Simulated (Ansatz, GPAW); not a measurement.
## An Os chain with two Sn atoms in line: transmission at several levels

How well does an Os chain with two Sn atoms in line conduct at low bias, and how far do basis and functional move the answer?

Program: GPAW 26.7.0 and Ansatz 0.2.0. Level of theory: Ansatz plane waves; Landauer transmission by layers, zero bias, in the first sound run; inputs show where later runs differ. Results are calculated unless marked as measured.

## Step 1: Set-up

The cell holds 16 atoms: 14 Os and 2 Sn. Its edges and angles: a = 9.000 Å, b = 9.000 Å, c = 37.377 Å, α = 90.0°, β = 90.0°, γ = 90.0°. Regions: left lead, 7 atoms (7 Os); channel, 2 atoms (2 Sn); right lead, 7 atoms (7 Os). Vacuum lies along a and b. The structure is stacked along c, and the current runs across the ab planes.

## Step 2: Plane-wave reference (PBE)

A plane-wave run comes first: its basis does not favour the atoms, so it serves as the reference for the orbital bases.

input.yaml reads:

```yaml
crystal:
  lattice:
    - [9.0, 0.0, 0.0]
    - [0.0, 9.0, 0.0]
    - [0.0, 0.0, 37.3768]
  atoms:
    - { symbol: Os, position: [0.5, 0.5, 0.0305002033] }
    - { symbol: Os, position: [0.5, 0.5, 0.09150061] }
    - { symbol: Os, position: [0.5, 0.5, 0.1525010167] }
    - { symbol: Os, position: [0.5, 0.5, 0.2135014233] }
    - { symbol: Os, position: [0.5, 0.5, 0.27450183] }
    - { symbol: Os, position: [0.5, 0.5, 0.3355022367] }
    - { symbol: Os, position: [0.5, 0.5, 0.3965026434] }
    - { symbol: Sn, position: [0.5, 0.5, 0.463212474] }
    - { symbol: Sn, position: [0.5, 0.5, 0.536787526] }
    - { symbol: Os, position: [0.5, 0.5, 0.6034973566] }
    - { symbol: Os, position: [0.5, 0.5, 0.6644977633] }
    - { symbol: Os, position: [0.5, 0.5, 0.72549817] }
    - { symbol: Os, position: [0.5, 0.5, 0.7864985767] }
    - { symbol: Os, position: [0.5, 0.5, 0.8474989833] }
    - { symbol: Os, position: [0.5, 0.5, 0.90849939] }
    - { symbol: Os, position: [0.5, 0.5, 0.9694997967] }
kpoints:
  mp_grid: { grid: [1, 1, 2] }
hamiltonian:
  xc: pbe
scf:
  occupations: { method: fermi_dirac, width: 0.1 }
output:
  transmission:
    leads: [[0, 1]]
    e_range: [-2, 2]
    de: 0.05
    kmesh: [1, 1]
    reduced_basis: true
  write_potential: true
  write_density: true
  volumetric_format: npy
  elf: true
```

Run with:

```console
$ ansatz run input.yaml --threads 2 --pin off --max-ram 4096MiB --backend cpu --events-out ev --progress --plain --runs-dir out
```

Numbers of over 12 decimals in the logs are rounded to 6 here.

The program printed:

```text
Engine: ansatz 0.2.0, x86_64-unknown-linux-gnu
Pseudopotentials: kind: paw
Pseudopotential: Os, paw, valence charge 16, recommended cutoff 420 eV (normal), Os.paw.azcp
Pseudopotential: Sn, paw, valence charge 14, recommended cutoff 420 eV (normal), Sn.paw.azcp
Functional definition: PBE
  parameter kappa = 0.804
  parameter beta = 0.066725
  exchange = pbe_x(kappa = kappa, mu = beta*pi^2/3)
  correlation = pbe_c(beta = beta)
Crystal: 16 atoms, lattice volume = 3027.521 Å³
Basis set: ecut = 420 eV, 59105 PW (Γ)
Bands: 152, of which v1, the nominal top of the filled ones, is band 126 counted from 1 (125 counted from 0)
Symmetry: 16 space group operations
Space group: P4/mmm (ITA 123), of the structure as read, at distance tolerance 1.4e-4 Å
k-points: 2
Non-local potential: Os, projectors of the file, l = 0: 3, l = 1: 2, l = 2: 2, l = 3: 1
Non-local potential: Sn, projectors of the file, l = 0: 2, l = 1: 2, l = 2: 2, l = 3: 2
PAW form: soft (Blöchl's): semilocal exchange-correlation on the pseudo side does not see the compensation charge
PAW one-centre angular grid: Os, 590 points (default); XC on 64 Gauss nodes
PAW one-centre angular grid: Sn, 590 points (default); XC on 64 Gauss nodes
Initial density: superposition of atomic densities (neutral atoms: chi_scale 0, normalization atom), corrected by the library's trained network
Initial wavefunctions: pseudopotential atomic-orbital guess
Functional: x = pbe(κ = 0.804, μ = 0.219515), c = pbe(β = 0.066725)
SCF iter   1: F=—  HF=-171359.727139 eV  |F-HF|=—  |Δ(HF+E_count)|=         —  Δρ=8.64e-3  dr2=1.06e1  ethr=1.77e-3  ⟨swp⟩=8.0  Hψ=1231  notcnv=0
preconditioner: auto → LDOS  [metal: Δε(μ)=0.130 eV  Ē_g=3.113 eV  σ=0.100 eV  W_gap=0.31  n_scr=304 (ndim 8)  ℏωp=7.4 eV  f_vac=0.746  D(μ)=38.91/eV (n_scr^D=166)  β→1.0]
SCF iter   2: F=—  HF=-171359.554671 eV  |F-HF|=—  |Δ(HF+E_count)|=   1.72e-1  Δρ=4.31e-3  dr2=1.62e0  ethr=1.77e-3  ⟨swp⟩=3.0  Hψ=478  notcnv=0
SCF iter   3: F=—  HF=-171359.446802 eV  |F-HF|=—  |Δ(HF+E_count)|=   1.08e-1  Δρ=7.49e-4  dr2=3.42e-2  ethr=6.42e-4  ⟨swp⟩=2.0  Hψ=344  notcnv=0
SCF iter   4: F=—  HF=-171359.447746 eV  |F-HF|=—  |Δ(HF+E_count)|=   9.44e-4  Δρ=2.17e-4  dr2=4.14e-3  ethr=1.36e-5  ⟨swp⟩=2.0  Hψ=446  notcnv=0
SCF iter   5: F=—  HF=-171359.447841 eV  |F-HF|=—  |Δ(HF+E_count)|=   9.51e-5  Δρ=1.08e-4  dr2=1.53e-3  ethr=1.64e-6  ⟨swp⟩=2.0  Hψ=420  notcnv=0
SCF iter   6: F=—  HF=-171359.447883 eV  |F-HF|=—  |Δ(HF+E_count)|=   4.16e-5  Δρ=5.27e-5  dr2=2.08e-4  ethr=6.05e-7  ⟨swp⟩=2.0  Hψ=385  notcnv=0
SCF iter   7: F=—  HF=-171359.447886 eV  |F-HF|=—  |Δ(HF+E_count)|=   3.66e-6  Δρ=1.49e-5  dr2=8.99e-6  ethr=8.26e-8  ⟨swp⟩=2.0  Hψ=398  notcnv=0
SCF iter   8: F=—  HF=-171359.448108 eV  |F-HF|=—  |Δ(HF+E_count)|=   2.22e-4  Δρ=5.96e-6  dr2=3.86e-6  ethr=3.57e-9  ⟨swp⟩=2.5  Hψ=446  notcnv=0
SCF iter   9: F=—  HF=-171359.448108 eV  |F-HF|=—  |Δ(HF+E_count)|=   8.89e-8  Δρ=2.59e-6  dr2=5.34e-7  ethr=1.53e-9  ⟨swp⟩=2.0  Hψ=359  notcnv=0
SCF iter  10: F=-171359.448108 eV  HF=-171359.448108 eV  |F-HF|=6.07e-8  |Δ(HF+E_count)|=   1.40e-9  Δρ=7.76e-7  dr2=7.37e-8  ethr=3.97e-11  ⟨swp⟩=5.0  Hψ=796  notcnv=0
SCF 1 converged in 10 iterations: F = -171359.448108 eV  dr2 = 7.37e-8
  greatest PAW one-centre occupation: 1.000 electrons in one spin orbital (limit 2), on the Os atom at site 10 (counted from 0), in its partial waves of l = 0
transmission: 7 of 63 steps passed
transmission: 13 of 63 steps passed
[...]
transmission: 63 of 63 steps passed
WARN: The output density's exchange-correlation potential varies sharply where the density is thin. Do not read a vacuum level from v_tot or v_xc, or from such a field of the output density. On a cell that repeats whose density bears no net charge and no dipole along the vacuum's axis use v_es (v_loc + v_h of the components); under efield.dipole_correction with no amplitude use v_es + v_field, which holds any externa [...]
SCF converged after 10 iterations
Free energy (F): -171359.448108 eV
Harris-Foulkes:  -171359.448108 eV  (|F-HF|=6.07e-8)
Internal energy: -171358.066244 eV  (E = F + TS)
E sigma→0 (E₀):  -171358.757176 eV
Entropy (-TS):   -1.381864 eV (-86.366 meV/atom)
Fermi energy:    -2.945856 eV
--- Per-component energies (eV) ---
  E_band       = -7595.813267
  E_kinetic    = 8218.156373
  E_local      = -70249.298497  (includes V_loc(G=0)·N_el)
  E_nonlocal   = -67.420345
  E_hartree    = 31111.925667
  E_xc         = -4430.603705
  E_vxc        = -4072.280750  (∫ρ·V_xc dr)
  E_paw        = -134441.496026  (= ΣΔE_a)
  E_vpaw       = -3648.841640  (= ΣTr[D̂ρ^β])
  E_aug_tail   = -0.000916  (compensation charges beyond the density's cutoff)
  E_ewald      = -1499.328794
  E_smearing   = -1.381864  (= −TS)
  E_closure    = 0.000000  (closes the sum)
  Σ components = -171359.448108   (vs F -171359.448108, Δ=0.00e0)
--- Band table (eV) ---
  k-point 0: bands = [... 122 lower, -3.0768, -3.0768, -3.0013, -3.0013, -3.0008, -3.0003, -2.8555, -2.8551, ... 22 higher]
  k-point 1: bands = [... 122 lower, -3.1650, -3.0009, -3.0005, -2.8565, -2.8553, -2.8550, -2.7240, -2.7238, ... 22 higher]
--- Transmission ---
  basis      : 717 plane waves across, 63 finite elements along
  points     : 1, standing for a mesh of 1 x 1
  energies   : 81 from -2.000000 to 2.000000 eV about the Fermi level, 0.050000 eV apart; the leads are filled to 0.000000 eV, and channels, transmission and decay are at 0.000000 eV
  crystal 0  : Os1, at the sites [0, 1], period 2.2800 Å, over 31.92 Å; its Hamiltonian steps by up to 8.4 meV
    offset         : up to 0.0000 Å between an atom of the period and one for which it stands
    channels       : 6.000000e0 a spin
    conductance    : none, the energies end too early or step too widely for 300 K: set another output.transmission.e_range or a lower de, or, where they end at an eighth of basis.ecutwfc, a higher one
  junction   : crystal 0 to crystal 0, 0.70 to 35.79 Å
    transmission   : 2.713279e0 a spin
    conductance    : none, the energies end too early or step too widely for 300 K: set another output.transmission.e_range or a lower de, or, where they end at an eighth of basis.ecutwfc, a higher one
```

It took 30 min on 2 threads of Intel Xeon Platinum 8559C (Emerald Rapids), shared host; peak memory 3.6 GiB; 52 min of CPU time.

In the SCF lines HF is the Harris–Foulkes energy and dr2 the Hartree energy of the density residual, in eV; the loop may stop once dr2 is under the threshold and the program's other checks hold. Hψ counts applications of the Hamiltonian.

Numbers from this step:

| Quantity | Value |
| --- | --- |
| free energy | -171359.4481 eV |
| smearing term TS | 1.382 eV |
| symmetry operations | 16 |
| lead level | 0 eV from the Fermi level |
| transmission at the Fermi level (one spin) | 2.713 |
| open channels of the lead at the Fermi level (one spin) | 6 |
| step of the potential along the lead | 8.4 meV |
| offset of the lead | 0 Å |

One spin. The transmission, zone mean by energy, zero at the Fermi level:

```tsv
energy (eV)	transmission, zone mean
-2.00	0.971
-1.85	0.957
-1.70	0.950
-1.60	0.947
-1.45	0.944
-1.30	0.950
-1.15	0.977
-1.05	1.02
-0.90	1.12
-0.75	1.30
-0.60	1.58
-0.50	1.81
-0.35	2.18
-0.20	2.49
-0.05	2.68
0.00	2.71
0.05	2.74
0.20	2.75
0.35	2.73
0.50	2.69
0.60	2.67
0.75	2.66
0.90	2.67
1.05	2.70
1.15	2.73
1.30	2.78
1.40	2.79
1.45	2.79
1.60	2.75
1.70	2.69
1.85	2.54
2.00	2.33
```

One spin. Table of open channels, zone mean by energy, zero at the Fermi level:

```tsv
energy (eV)	open channels, zone mean
-2.000	4
-1.800	4
-1.600	4
-1.400	4
-1.200	6
-1.000	6
-0.800	6
-0.600	6
-0.400	6
-0.200	6
0.000	6
0.200	6
0.400	6
0.600	4
0.800	4
1.000	4
1.200	4
1.400	3
1.600	3
1.800	3
2.000	3
```

Crystal 0, spin -, k parallel (0, 0); distinct values, listed up to 1.5 1/Å. Table of Im kz of the slowest decaying states by energy, zero at the Fermi level:

```tsv
energy (eV)	decay 1 (Å⁻¹)	decay 2 (Å⁻¹)	decay 3 (Å⁻¹)	decay 4 (Å⁻¹)
-2.000	0.540	0.541	1.27	1.35
-1.800	0.448	0.449	1.25	1.33
-1.600	0.326	0.327	1.23	1.31
-1.400	0.0838	0.0875	1.21	1.29
-1.200	1.19	1.27	1.38	-
-1.000	1.16	1.25	1.36	1.49
-0.800	1.14	1.23	1.34	1.47
-0.600	1.12	1.20	1.32	1.45
-0.400	1.09	1.18	1.30	1.43
-0.200	1.07	1.16	1.28	1.42
0.000	1.04	1.14	1.26	1.40
0.200	1.02	1.11	1.24	1.38
0.400	0.992	1.09	1.22	1.36
0.600	0.248	0.248	0.965	1.06
0.800	0.350	0.938	1.04	1.17
1.000	0.422	0.422	0.910	1.01
1.200	0.478	0.478	0.881	0.987
1.400	0.0719	0.524	0.524	0.851
1.600	0.169	0.563	0.563	0.820
1.800	0.223	0.597	0.788	0.903
2.000	0.263	0.627	0.755	0.873
```

Crystal 0, spin -, k parallel (0, 0). The Re kz of states that move upwards by energy, zero at the Fermi level:

```tsv
energy (eV)	channel 1 = channel 2 (Å⁻¹)	channel 3 (Å⁻¹)	channel 4 (Å⁻¹)	channel 5 (Å⁻¹)	channel 6 (Å⁻¹)
-2.000	-0.737	0.264	0.646	-	-
-1.800	-0.706	0.368	0.661	-	-
-1.600	-0.675	0.449	0.676	-	-
-1.400	-0.645	0.519	0.691	-	-
-1.200	-0.615	0.311	0.311	0.582	0.707
-1.000	-0.587	0.455	0.455	0.639	0.722
-0.800	-0.558	0.570	0.570	0.692	0.738
-0.600	-0.530	0.673	0.673	0.736	0.760
-0.400	-0.503	0.760	0.770	0.771	0.801
-0.200	-0.475	0.776	0.848	0.868	0.869
0.000	-0.448	0.791	0.896	0.972	0.972
0.200	-0.421	0.805	0.943	1.09	1.09
0.400	-0.393	0.820	0.992	1.30	1.30
0.600	-0.366	0.834	1.04	-	-
0.800	-0.338	0.849	1.10	-	-
1.000	-0.309	0.863	1.16	-	-
1.200	-0.281	0.877	1.24	-	-
1.400	-0.251	0.892	-	-	-
1.600	-0.220	0.906	-	-	-
1.800	-0.188	0.921	-	-	-
2.000	-0.154	0.935	-	-	-
```

The electrostatic potential energy of an electron (with the applied field's), less the Fermi level, planar mean oscillates, so the rows of the table below give means over windows of 2.24 Å about each position, cut where the curve ends. Its first 14 maxima inside the range that stand out by 2 % of the span (Å: eV): 2.2: 4.87, 4.5: 4.86, 6.9: 4.85, 9.1: 4.85, 11.4: 4.81, 13.6: 4.73, 16.0: 4.49, 17.3: 3.79, 18.7: 4.24, 20.0: 3.79, 21.4: 4.49, 23.8: 4.73, 26.0: 4.81, 28.3: 4.85. Its first 14 minima: 1.2: 3.19, 3.4: 3.19, 5.7: 3.18, 7.9: 3.18, 10.3: 3.16, 12.6: 3.06, 14.8: 2.97, 16.9: 3.65, 17.8: 3.49, 19.6: 3.49, 20.5: 3.65, 22.6: 2.97, 24.8: 3.06, 27.1: 3.16.

The electrostatic potential energy of an electron (with the applied field's), less the Fermi level, planar mean by z; means over each step:

z (Å), electrostatic potential energy of an electron (with the applied field's), less the Fermi level, planar mean (eV) and a bar from the least value:
```
     1.12       3.99 ###########################
     3.36       3.99 ############################
     5.60       3.98 ##########################
     7.84       3.97 ##########################
    10.08       3.96 ########################
    12.32       3.88 #################
    14.56       3.78 ######
    16.80       3.93 #####################
    19.04       3.84 ############
    21.28       3.90 ##################
    23.52       3.87 ###############
    25.76       3.94 ######################
    28.00       3.99 ###########################
    30.24       4.00 ############################
    32.48       4.01 #############################
    34.72       4.02 ##############################
    36.96       3.72
```

The valence density, planar mean oscillates, so the rows of the table below give means over windows of 2.24 Å about each position, cut where the curve ends. Its first 14 maxima inside the range that stand out by 2 % of the span (Å: e/Å³): 1.2: 0.161, 3.4: 0.162, 5.7: 0.161, 7.9: 0.161, 10.3: 0.161, 12.6: 0.161, 14.8: 0.162, 17.3: 0.159, 20.0: 0.159, 22.6: 0.162, 24.8: 0.161, 27.1: 0.161, 29.5: 0.161, 31.7: 0.161. Its first 14 minima: 2.2: 0.0303, 4.5: 0.0307, 6.9: 0.0302, 9.1: 0.0302, 11.4: 0.0304, 13.6: 0.0311, 16.1: 0.0222, 18.7: 0.0163, 21.2: 0.0222, 23.8: 0.0311, 26.0: 0.0304, 28.3: 0.0302, 30.5: 0.0302, 32.9: 0.0307.

The valence density, planar mean by z; means over each step:

```tsv
z (Å)	valence density, planar mean (e/Å³)
1.12	0.0876
3.36	0.0876
5.60	0.0876
7.84	0.0876
10.08	0.0877
12.32	0.0874
14.56	0.0878
16.80	0.0725
19.04	0.0534
21.28	0.0650
23.52	0.0859
25.76	0.0856
28.00	0.0858
30.24	0.0858
32.48	0.0860
34.72	0.0861
36.96	0.109
```

Valence density in the ca plane at fractional y = 0.500, with atoms of Os and Sn within 0.2 Å of it. It is the smooth field of the valence electrons, not physical close to the nuclei.

Ten steps, logarithmic in the rise over the least value, from '0' (0 e/Å³) to '9' (13 e/Å³), each cell a mean:
```
00000000000000000000000000000000000000000000
00000000000000000000000000000000000000000000
00000000000000000000000000000000000000000000
00000000000000000000000000000000000000000000
00000000000000000000000000000000000000000000
00000000000000000000000000000000000000000000
00000000000000000000000000000000000000000000
10000010000010000011000000000000000000011000
22111222111222211222211112211111121111122211
54323455323455323455422234432122444322355432
87545787544787644688643368753224787433578753
88546888645888745788753479974235898534688864
87546888645788644788743479863235898533688854
75434676433576533567532346642223565323467643
33222333222333222233321223321112232211233322
11111111111111111111111111110001111111111111
00000000000000000000000000000000000000000000
00000000000000000000000000000000000000000000
00000000000000000000000000000000000000000000
00000000000000000000000000000000000000000000
00000000000000000000000000000000000000000000
00000000000000000000000000000000000000000000
00000000000000000000000000000000000000000000
00000000000000000000000000000000000000000000
```
Columns run along c (16.0 Å, from fractional 0.22 to 0.64 of the cell), rows up along a (9.0 Å). Atoms in or near the plane, at fractional coordinates: Os at (0.27, 0.50), Os at (0.34, 0.50), Os at (0.40, 0.50), Sn at (0.46, 0.50), Sn at (0.54, 0.50), Os at (0.60, 0.50).

ELF in the ca plane at fractional y = 0.500, with atoms of Os and Sn within 0.2 Å of it. It is the smooth field of the valence electrons, not physical close to the nuclei.

Values, 13 rows by 16 columns, each cell a mean:
```
0.00 0.00 0.00 0.00 0.00 0.00 0.00 0.00 0.00 0.00 0.00 0.00 0.00 0.00 0.00 0.00
0.01 0.01 0.01 0.01 0.01 0.01 0.01 0.01 0.01 0.02 0.02 0.02 0.02 0.01 0.01 0.01
0.06 0.05 0.06 0.06 0.06 0.06 0.07 0.06 0.07 0.12 0.09 0.11 0.11 0.06 0.06 0.07
0.20 0.21 0.20 0.23 0.19 0.23 0.21 0.18 0.28 0.37 0.27 0.31 0.36 0.21 0.19 0.23
0.31 0.35 0.30 0.37 0.29 0.35 0.31 0.30 0.46 0.42 0.45 0.44 0.44 0.40 0.30 0.35
0.51 0.40 0.57 0.36 0.57 0.41 0.50 0.46 0.37 0.20 0.43 0.31 0.23 0.38 0.57 0.41
0.55 0.46 0.57 0.41 0.57 0.47 0.54 0.53 0.29 0.03 0.39 0.21 0.09 0.37 0.57 0.48
0.43 0.38 0.48 0.36 0.48 0.38 0.43 0.40 0.41 0.28 0.45 0.36 0.31 0.40 0.48 0.38
0.29 0.33 0.28 0.35 0.27 0.34 0.30 0.28 0.44 0.45 0.42 0.44 0.46 0.37 0.27 0.34
0.15 0.15 0.16 0.17 0.15 0.17 0.17 0.14 0.20 0.29 0.21 0.24 0.27 0.15 0.15 0.17
0.03 0.03 0.04 0.04 0.03 0.04 0.04 0.04 0.04 0.07 0.06 0.07 0.07 0.04 0.04 0.04
0.00 0.00 0.01 0.00 0.00 0.00 0.01 0.01 0.01 0.01 0.01 0.01 0.01 0.01 0.01 0.01
0.00 0.00 0.00 0.00 0.00 0.00 0.00 0.00 0.00 0.00 0.00 0.00 0.00 0.00 0.00 0.00
```
Columns run along c (16.0 Å, from fractional 0.22 to 0.64 of the cell), rows up along a (9.0 Å). Atoms in or near the plane, at fractional coordinates: Os at (0.27, 0.50), Os at (0.34, 0.50), Os at (0.40, 0.50), Sn at (0.46, 0.50), Sn at (0.54, 0.50), Os at (0.60, 0.50).

Electrostatic potential energy in the ca plane at fractional y = 0.500, with atoms of Os and Sn within 0.2 Å of it. With pseudopotentials it is smooth inside the atoms' cores, unlike the true potential.

Ten even steps from '0' (-53 eV) to '9' (2 eV), each cell a mean:
```
99999999999999999999999999999999999999999999
99999999999999999999999999999999999999999999
99999999999999999999999999999999999999999999
99999999999999999999999999999999999999999999
99999999999999999999999999999999999999999999
99999999999999999999999999999999999999999999
99999999999999999999999999999999999999999999
99999999999999999999999999999999999999999999
88999888999888999988899988889998888899988899
45887545788544688644688865568887656788744578
01574101475100366200268669866876797677300157
00362000263000155000047689986876999666100036
00463000364000265100157679976876999676200036
13686213687312577422478767667886676688521368
67898767898767899877889876678998767899876789
99999999999999999999999998899999889999999999
99999999999999999999999999999999999999999999
99999999999999999999999999999999999999999999
99999999999999999999999999999999999999999999
99999999999999999999999999999999999999999999
99999999999999999999999999999999999999999999
99999999999999999999999999999999999999999999
99999999999999999999999999999999999999999999
99999999999999999999999999999999999999999999
```
Columns run along c (16.0 Å, from fractional 0.22 to 0.64 of the cell; values clipped at the 3rd and 97th percentile), rows up along a (9.0 Å). Atoms in or near the plane, at fractional coordinates: Os at (0.27, 0.50), Os at (0.34, 0.50), Os at (0.40, 0.50), Sn at (0.46, 0.50), Sn at (0.54, 0.50), Os at (0.60, 0.50).

T at the Fermi level is 2.71 of 6 open channels a spin, without spin-orbit coupling, which is large for these atoms.

(Part 1 of 3 ends here.)

[Logs are printed without paths, hosts, clocks, repeated set-up lines and the standing remarks that a program may print on its own settings, such as how far it seeks lower states.]

[Hosts, paths, dates, database ids (printed as entryN), source tags and the programs' standing remarks are cut or masked in the printed files.]
